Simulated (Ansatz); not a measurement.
**Rh: a line through a two-coordinate scan**

The task here is to estimate one member of a computed series from the others.

This is Rh in the hcp structure; at room conditions it is fcc.

Method: DFT PBE, scalar-relativistic, plane waves, PAW, in Ansatz 0.2.0.

31 further runs of the same task are left out: 31 set aside as unsound or not needed. Runs told in other sessions of the task aren't counted.

## The starting structure

The structure is hexagonal, space group P6_3/mmc (No. 194). Conventional cell: a = 2.725 Å, b = 2.725 Å, c = 4.385 Å, α = 90.00°, β = 90.00°, γ = 120.00°. Rh (site symmetry -6m2) has 12 Rh at 2.70 to 2.72 Å in its first shell of neighbours.

Structure file:

```xyz
2
Lattice="2.7249 0.0000 0.0000 -1.3624 2.3598 0.0000 0.0000 0.0000 4.3851" Properties=species:S:1:pos:R:3 pbc="T T T"
Rh    1.3624    0.7866    3.2888
Rh    0.0000    1.5732    1.0963
```

It goes back to an entry of the Materials Project, which need not be the stable form.

This cell was relaxed beforehand with the same method: volume 14.10 Å³/atom, gap on the mesh none (metal).

## Plan of the line

The energy is mapped over volume and a fixed ferromagnetic moment.

The axes are (1) volume per atom: 7 values from 11.56 to 16.64 Å³; (2) total spin moment of the cell, held fixed: 9 values from 0.00 to 2.00 μB.

Nothing else is relaxed (shape and fractional coordinates fixed). Points are written as (first, second).

Set-up of the first run:

File input.yaml:

```yaml
crystal:
  lattice:
    - [2.5504655491, 0.0, 0.0]
    - [-1.2752327746, 2.208767957, 0.0]
    - [0.0, 0.0, 4.1044582456]
  atoms:
    - { symbol: Rh, position: [0.6666666667, 0.3333333333, 0.75], spin: 0.125 }
    - { symbol: Rh, position: [0.3333333333, 0.6666666667, 0.25], spin: 0.125 }
basis:
  ecutwfc: 420
kpoints:
  mp_grid: { grid: [21, 21, 12] }
hamiltonian:
  xc: pbe
  pseudopotentials: { kind: paw, azcp: { folder: soft_1 } }
scf:
  occupations: { method: gaussian, width: 0.15 }
  lower_state_search: "off"
output:
  forces: true
  stress: true
  eigenvalues: true
  populations: true
magnetization:
  spin_polarized: true
  initial_magnetization: 0.25
  spin_locking: { lock_magnetization: hard }
```

The run is started by

```sh
$ ansatz run input.yaml --threads 2 --pin off --max-ram 4096MiB --backend cpu --events-out ev --progress --plain --runs-dir out
```

Among the steps run: The run at (11.56 Å³, 0.25 μB); The run at (12.41 Å³, 0.25 μB); The run at (13.25 Å³, 0.25 μB); The run at (14.10 Å³, 0.25 μB); Point (14.94 Å³, 0.25 μB); Grid point (15.79 Å³, 0.25 μB); The run at (16.64 Å³, 0.25 μB).

One table of the session follows, with a row left open; its other results are not shown here.

```
volume per atom (Å³)  energy (meV/atom)  pressure (GPa)  absolute magnetic moment (μB per cell)
               11.56                548              84                                   0.252
               12.41                212              45                                   0.253
               13.25                  ?               ?                                       ?
               14.10                  0               0                                   0.255
               14.94                 35             −13                                   0.257
               15.79                125             −21                                   0.259
               16.64                254             −27                                   0.261
```

**Question.** Estimate the row for volume per atom (Å³) = 13.25.

Worked estimate for «energy (meV/atom)». A straight line through the neighbours (12.41, 212) and (14.10, 0) gives 212 + (0 − 212) × (13.25 − 12.41) / (14.10 − 12.41) = 107; a parabola fitted to 4 rows on both sides gives 45.

As computed: energy (meV/atom): 47; pressure (GPa): 19; absolute magnetic moment (μB per cell): 0.254. In «energy (meV/atom)» the line misses by +60 and the parabola by -2.

Energies count from the lowest point of the line.

A parabola through the lowest point and its two neighbours puts the minimum at 14.163 Å³, with a curvature of about 110 meV/atom per (Å³)². The well is lopsided: two grid steps out, the energy rises by 212 meV/atom towards smaller values and 125 meV/atom towards larger ones. The highest point computed, at 11.56 Å³, lies 548 meV/atom above the lowest.

Limits of these values: Warnings in the runs' records: stress scf threshold loose.
